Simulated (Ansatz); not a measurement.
Runs of Ansatz 0.2.0 on Ru. The structure is hexagonal, space group P6_3/mmc (No. 194). The conventional cell has a = 2.706 Å, b = 2.706 Å, c = 4.282 Å, α = 90.00°, β = 90.00°, γ = 120.00°. Ru (site symmetry -6m2) is surrounded by 12 Ru at 2.65 to 2.71 Å. 

```tsv
level	gap on the mesh (eV)	pressure (GPa)	relaxed volume (Å³/atom)
r2SCAN+D3(BJ)	none	0.0	13.35
r2SCAN	none	0.0	13.49
r2SCAN+D4	none	0.0	13.42
r2SCAN+D3(BJ)-ATM	none	0.0	13.42
r2SCAN+rVV10	none	0.0	(a)
```

Alike in all rows: task relaxation of cell and atoms; potentials or basis Ansatz PAW; no spin polarisation; cell relaxed; k mesh 11 × 11 × 6; cutoff (eV) 500; smearing fermi-dirac 0.05 eV.

Question: Fill in the values left out.

Answer: (a) 13.39.

Caveats: the plane-wave basis is chosen anew once the cell has moved, so the energies of steps on either side of that aren't comparable; the PAW data sets come from PBE, with cores solved anew for the run's functional, which leaves a small shift of forces and pressure; pairwise dispersion overbinds metals, which lowers pressure and volume (some runs); the dispersion damping was fitted for another functional or another form of the correction (some runs).

A k mesh can miss the band edges, and the runs leave out spin-orbit coupling on Ru.

A gap of «none» marks a metal or a gap under the smearing width.

Runs at the PBE level aren't shown here.
